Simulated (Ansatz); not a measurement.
**PtSe2: the cell at several levels of theory**

The task here is to estimate one member of a computed series from the others.

Code: Ansatz 0.2.0. PAW datasets, plane waves, zero pressure. No spin polarisation and no zero-point or thermal motion; the cell was built from a prototype and may be hypothetical.

1 further run of the same task is left out (for a known fault of the program). Runs told in other sessions of the task aren't counted.

## The structure to begin with

Space group Fm-3m (No. 225), cubic; conventional cell a = 6.485 Å, 22.73 Å³ an atom. Near Pt stand 8 Se at 2.81 Å; near Se stand 4 Pt at 2.81 Å.

Coordinates:

```cif
data_structure
_symmetry_space_group_name_H-M 'Fm-3m'
_symmetry_Int_Tables_number 225
_cell_length_a 6.4849
_cell_length_b 6.4849
_cell_length_c 6.4849
_cell_angle_alpha 90.000
_cell_angle_beta 90.000
_cell_angle_gamma 90.000
_cell_volume 272.71
loop_
_atom_site_label
_atom_site_type_symbol
_atom_site_symmetry_multiplicity
_atom_site_Wyckoff_symbol
_atom_site_fract_x
_atom_site_fract_y
_atom_site_fract_z
_atom_site_occupancy
Pt1 Pt 4 a 0.00000 0.00000 0.00000 1
Se1 Se 8 c 0.25000 0.75000 0.75000 1
```

The first run:

Input file input.yaml:

```yaml
crystal:
  lattice:
    - [0.0, 3.2424385794, 3.2424385794]
    - [3.2424385794, 0.0, 3.2424385794]
    - [3.2424385794, 3.2424385794, 0.0]
  atoms:
    - { symbol: Pt, position: [0.0, 0.0, 0.0] }
    - { symbol: Se, position: [0.25, 0.25, 0.25] }
    - { symbol: Se, position: [0.75, 0.75, 0.75] }
kpoints:
  mp_grid: { grid: [6, 6, 6] }
hamiltonian:
  xc: pbe
scf:
  occupations: { method: fermi_dirac, width: 0.02 }
relax:
  f_tol: 0.005
  cell: {}
```

On the command line:

```bash
$ ansatz run input.yaml --threads 2 --pin off --max-ram 2211MiB --backend cpu --events-out ev --progress --plain --runs-dir out
```

Among the steps run: Relaxing with PBE; Relaxing with r2SCAN; Relaxation with PBEsol; Relaxation with LDA; Relaxation with HSE06.

One of the session's tables, all rows but one given; the rest of the session is left out.

```
 level  a (Å)  volume (Å³/atom)
   PBE  6.292            20.757
r2SCAN      ?                 ?
PBEsol  6.200            19.860
   LDA  6.160            19.481
 HSE06  6.222            20.073
```

Estimate the missing values for r2SCAN.

The run gave: a (Å): 6.262; volume (Å³/atom): 20.460. In the column «a (Å)» it lies between HSE06 (6.222) and PBE (6.292).

What this shows: The first relaxation changed the volume by -8.7 % from the start. LDA gives the smallest cell and PBE the largest; they differ by 6.5 % in volume, a mean of 2.1 % in length. The meshes differ: PBE 6×6×6, r2SCAN 6×6×6, PBEsol 6×6×6, LDA 6×6×6, HSE06 4×4×4.

Limits of these values: Warnings in the runs' records: filled band counts differ across k points.
